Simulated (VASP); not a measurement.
Write the native input for VASP 6.6.1 that does the following.

- Task: density of states
- Functional: PBEsol
- Potentials or basis: VASP PAW PBE potentials, release 64 (Ta_pv, Si)
- Cutoff: 520 eV
- k mesh: 5 × 5 × 3
- Occupations: gaussian, width 0.02 eV
- Spin: no spin polarisation
- k mesh for the DOS: 8 × 8 × 5
- Occupations for the DOS: tetrahedron
- Further INCAR settings: ALGO = Normal; EDIFF = 1e-06; NBANDS = 38

The system is TaSi2.

```
Ta Si
1.0
     4.78390    0.00000    0.00000
    -2.39195    4.14298    0.00000
     0.00000    0.00000    6.57000
Ta Si
3 6
Direct
  0.00000 0.50000 0.33333
  0.50000 0.50000 0.66667
  0.50000 0.00000 0.00000
  0.31794 0.15897 0.33333
  0.15897 0.84103 0.66667
  0.84103 0.68206 0.00000
  0.68206 0.84103 0.33333
  0.84103 0.15897 0.66667
  0.15897 0.31794 0.00000
```

These files were run (other wordings do the same):

POSCAR

```
TaSi2
1.0
    4.7839000000      0.0000000000      0.0000000000
   -2.3919500000      4.1429789292      0.0000000000
    0.0000000000      0.0000000000      6.5700000000
Ta Si
3 6
Direct
    0.0000000000      0.5000000000      0.3333333333
    0.5000000000      0.5000000000      0.6666666667
    0.5000000000      0.0000000000      0.0000000000
    0.3179400000      0.1589700000      0.3333333333
    0.1589700000      0.8410300000      0.6666666667
    0.8410300000      0.6820600000      0.0000000000
    0.6820600000      0.8410300000      0.3333333333
    0.8410300000      0.1589700000      0.6666666667
    0.1589700000      0.3179400000      0.0000000000
```

INCAR.step1

```
SYSTEM = TaSi2
PREC = Accurate ; ENCUT = 520
EDIFF = 1E-6 ; ISMEAR = 0
SIGMA = 0.02 ; LREAL = .False.
LASPH = .True. ; NELM = 60
ALGO = Normal ; ISIF = 2
LWAVE = .False. ; LCHARG = .True.
LMAXMIX = 4 ; GGA = PS
NBANDS = 38
```

KPOINTS.step1

```
Automatic mesh
0
Gamma
  5 5 3
  0 0 0
```

INCAR.step2

```
SYSTEM = TaSi2
PREC = Accurate ; ENCUT = 520
EDIFF = 1E-6 ; ISMEAR = -5
SIGMA = 0.02 ; LREAL = .False.
LASPH = .True. ; NELM = 60
ALGO = Normal ; ISIF = 2
LWAVE = .False. ; LCHARG = .False.
LMAXMIX = 4 ; GGA = PS
LORBIT = 11 ; NBANDS = 38
NEDOS = 1001 ; ICHARG = 11
```

KPOINTS.step2

```
Automatic mesh
0
Gamma
  8 8 5
  0 0 0
```

Potentials or basis: VASP PAW PBE potentials, release 64 (Ta_pv, Si).

Launch:

```sh
$ cat potpaw_PBE.64/Ta_pv/POTCAR potpaw_PBE.64/Si/POTCAR > POTCAR
$ cp INCAR.step1 INCAR
$ cp KPOINTS.step1 KPOINTS
$ mpirun -np 1 vasp_std > vasp.out
$ cp INCAR.step2 INCAR
$ cp KPOINTS.step2 KPOINTS
$ mpirun -np 1 vasp_std > vasp.out
```

It gave:

| Quantity | Value |
| --- | --- |
| Valence electrons inside the program's atomic spheres | Ta 9.01; Si 1.64 |

Wall time 120 s on 1 thread of Intel(R) Xeon(R) Platinum 8259CL CPU @ 2.50GHz (Skylake/Cascade Lake), on a shared host, peak memory 0.29 GiB.
